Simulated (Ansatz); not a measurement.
**Response of Ge to small distortions**

```
Ge
1.0
     0.00000    2.82877    2.82877
     2.82877    0.00000    2.82877
     2.82877    2.82877    0.00000
Ge
2
Cartesian
  2.8288 2.8288 2.8288
  4.2432 4.2432 4.2432
```

Atom numbers follow the list: Ge1, Ge2.

The cell is a measured one (Crystallography Open Database entry 9011050); the temperature and pressure of the measurement aren't taken into account, and nothing was relaxed.

These are results of DFT, PBE, all-electron PAW with datasets made for the crystal, scalar-relativistic (Ansatz 0.2.0), not measurements.

Settings: a Γ-centred 10×10×10 k mesh, Fermi–Dirac smearing of 0.05 eV, cutoff 140 eV (chosen by the program for this cell), no spin polarisation.

The unchanged cell is at 3.65 GPa, so energy changes include a term −P ΔV where the volume moves.

Semilocal functionals give too small gaps.

x, y and z are the Cartesian axes of the cell as listed; fractional coordinates follow a strain, and an engineering shear is twice the off-diagonal strain component.

Vzz stands for the principal value of largest size of the field-gradient tensor, whatever its axis.

(1) With this change (equal xy, yz and zx engineering shear strains of +4 %), what becomes of the energy and stress and forces and field gradients?

With xy engineering shear strain of +1 %: energy change under 1 meV/atom; stress change (xx, yy, zz, yz, xz, xy) 0.01, 0.01, 0.01, 0.00, 0.00, -0.86 GPa, compression positive; change of the force on Ge1 (0.000, 0.000, 0.093) eV/Å; Vzz in 10²¹ V/m²: Ge1 0 → -0.48 (η = 0.99).

With atom 1 (Ge) moved by (0.0000, 0.0000, 0.0300) Å: energy change +3 meV/atom; stress change (xx, yy, zz, yz, xz, xy) 0.05, 0.05, 0.02, 0.00, 0.00, 0.99 GPa, compression positive; change of the force on Ge1 (0.000, 0.000, -0.341) eV/Å; Vzz in 10²¹ V/m²: Ge1 0 → 0.51 (η = 1.00).

With equal xy, yz and zx engineering shear strains of -3 %: energy change +18 meV/atom; stress change (xx, yy, zz, yz, xz, xy) 0.34, 0.34, 0.34, 2.73, 2.73, 2.73 GPa, compression positive; change of the force on Ge1 (-0.330, -0.330, -0.330) eV/Å; Vzz in 10²¹ V/m²: Ge1 0 → -2.95 (η = 0.00).

(2) With this change (equal xy, yz and zx engineering shear strains of -1 %), what becomes of the energy and stress and forces and field gradients?

(3) With this change (equal xy, yz and zx engineering shear strains of +2 %), what becomes of the energy and stress and forces and field gradients?

(4) With this change (equal xy, yz and zx engineering shear strains of -2 %), what becomes of the energy and stress and forces and field gradients?

(5) With this change (equal xy, yz and zx engineering shear strains of +1 %), what becomes of the energy and stress and forces and field gradients?

(6) With this change (equal xy, yz and zx engineering shear strains of +3 %), what becomes of the energy and stress and forces and field gradients?

(7) What force constant does this one finite step give for Ge1 along its displacement (all its periodic images move with it)?

Answers

(1) Energy change +28 meV/atom; stress change (xx, yy, zz, yz, xz, xy) 0.55, 0.55, 0.55, -3.16, -3.16, -3.16 GPa, compression positive; change of the force on Ge1 (0.302, 0.302, 0.302) eV/Å; Vzz in 10²¹ V/m²: Ge1 0 → 3.75 (η = 0.00).

(2) Energy change +2 meV/atom; stress change (xx, yy, zz, yz, xz, xy) 0.04, 0.04, 0.04, 0.87, 0.87, 0.87 GPa, compression positive; change of the force on Ge1 (-0.098, -0.098, -0.098) eV/Å; Vzz in 10²¹ V/m²: Ge1 0 → -0.97 (η = 0.00).

(3) Energy change +7 meV/atom; stress change (xx, yy, zz, yz, xz, xy) 0.14, 0.14, 0.14, -1.65, -1.65, -1.65 GPa, compression positive; change of the force on Ge1 (0.166, 0.166, 0.166) eV/Å; Vzz in 10²¹ V/m²: Ge1 0 → 1.90 (η = 0.00).

(4) Energy change +8 meV/atom; stress change (xx, yy, zz, yz, xz, xy) 0.15, 0.15, 0.15, 1.78, 1.78, 1.78 GPa, compression positive; change of the force on Ge1 (-0.208, -0.208, -0.208) eV/Å; Vzz in 10²¹ V/m²: Ge1 0 → -1.96 (η = 0.00).

(5) Energy change +2 meV/atom; stress change (xx, yy, zz, yz, xz, xy) 0.04, 0.04, 0.04, -0.84, -0.84, -0.84 GPa, compression positive; change of the force on Ge1 (0.088, 0.088, 0.088) eV/Å; Vzz in 10²¹ V/m²: Ge1 0 → 0.96 (η = 0.00).

(6) Energy change +16 meV/atom; stress change (xx, yy, zz, yz, xz, xy) 0.32, 0.32, 0.32, -2.42, -2.42, -2.42 GPa, compression positive; change of the force on Ge1 (0.238, 0.238, 0.238) eV/Å; Vzz in 10²¹ V/m²: Ge1 0 → 2.83 (η = 0.00).

(7) k = −ΔF·u/|u|² = 11.38 eV/Å², so the force pulls the atom back.
